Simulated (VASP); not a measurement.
BaTiO3: relaxation of shape and atoms at fixed volume with r2SCAN

BaTiO3:

```xyz
5
Lattice="3.9059 0.0000 0.0000 0.0000 3.9059 0.0000 0.0000 0.0000 4.0310" Properties=species:S:1:pos:R:3 pbc="T T T"
Ba    0.0000    0.0000    4.0196
Ti    1.9529    1.9529    1.9317
O     1.9529    1.9529    0.1334
O     1.9529    0.0000    2.0831
O     0.0000    1.9529    2.0831
```

The cell isn't the ideal one: a relaxed cell with its volume scaled by 0.94.

| Item | Value |
| --- | --- |
| Program | VASP 6.6.1 |
| Task | relaxation of shape and atoms at fixed volume |
| Functional | r2SCAN |
| Potentials or basis | VASP PAW PBE potentials, release 64 (Ba_sv, Ti_sv, O) |
| Cutoff | 600 eV |
| k mesh | 8 × 8 × 8 |
| Occupations | gaussian, width 0.03 eV |
| Spin | no spin polarisation |
| Further INCAR settings | ALGO = Normal; EDIFF = 1e-07; IBRION = 2; EDIFFG = -0.01; NSW = 40; ISIF = 4 |

```yaml
Energy_gained_by_relaxing: 7.7 meV/atom
Ionic_steps: 12
Pressure_after_relaxing: 9.4 GPa
Largest_force_after_relaxing: 0.010 eV/Å
Band_gap_on_the_k_mesh: 2.25 eV, indirect (least direct gap 2.43 eV)
```

Forces on the atoms (eV/Å):
```
Ba   0.000  0.000  0.003
Ti   0.000  0.000  0.010
O    0.000  0.000  0.000
O    0.000  0.000 -0.006
O    0.000  0.000 -0.006
```

The path:
```tsv
step	energy change (eV)	largest force (eV/Å)	pressure (GPa)
1	0.0000	0.7574	12.35
2	-0.0210	0.1439	10.71
3	-0.0210	0.1468	10.66
4	-0.0328	0.1169	10.15
5	-0.0352	0.1186	9.86
6	-0.0352	0.1144	9.88
7	-0.0374	0.0699	9.73
8	-0.0384	0.0611	9.55
9	-0.0384	0.0579	9.56
10	-0.0386	0.0097	9.47
11	-0.0386	0.0111	9.47
12	-0.0387	0.0098	9.45
```

Final structure:
```xyz
5
Lattice="3.9421 0.0000 0.0000 0.0000 3.9421 0.0000 0.0000 0.0000 3.9573" Properties=species:S:1:pos:R:3 pbc="T T T"
Ba    0.0000    3.9421    0.0214
Ti    1.9710    1.9710    1.9681
O     1.9710    1.9710    0.0628
O     1.9710    3.9421    2.0270
O     0.0000    1.9710    2.0270
```

Levels at points of the mesh, in eV from the valence-band top:
```csv
k point,band 16,band 17,band 18,band 19,band 20,band 21,band 22,band 23,band 24
"(0.00, 0.00, 0.00)",-1.25,-1.22,-0.19,-0.18,-0.18,2.25,2.32,2.32,4.51
"(0.50, 0.00, 0.00)",-2.04,-1.89,-1.82,-0.84,-0.81,2.49,4.09,4.11,4.54
"(0.50, 0.50, 0.00)",-2.87,-1.79,-0.90,-0.90,-0.09,4.12,4.12,4.57,5.43
"(0.00, 0.00, 0.50)",-2.01,-1.91,-1.91,-0.75,-0.75,2.42,4.09,4.09,4.52
"(0.50, 0.00, 0.50)",-2.84,-1.77,-0.88,-0.88,-0.14,4.11,4.11,4.55,5.49
"(0.50, 0.50, 0.50)",-2.41,-2.41,-0.04,-0.04,0.00,4.83,4.83,4.84,7.54
```

Wall time 17 min on 2 MPI ranks on Intel(R) Xeon(R) Platinum 8259CL CPU @ 2.50GHz (Skylake/Cascade Lake), with other jobs on the host, peak memory 0.29 GiB a rank.

Caveat: the PAW data sets were made with another functional, which shifts forces and pressure a little; spin-orbit coupling is left out, which moves the levels of the heavy elements. A k mesh can miss the band edges.
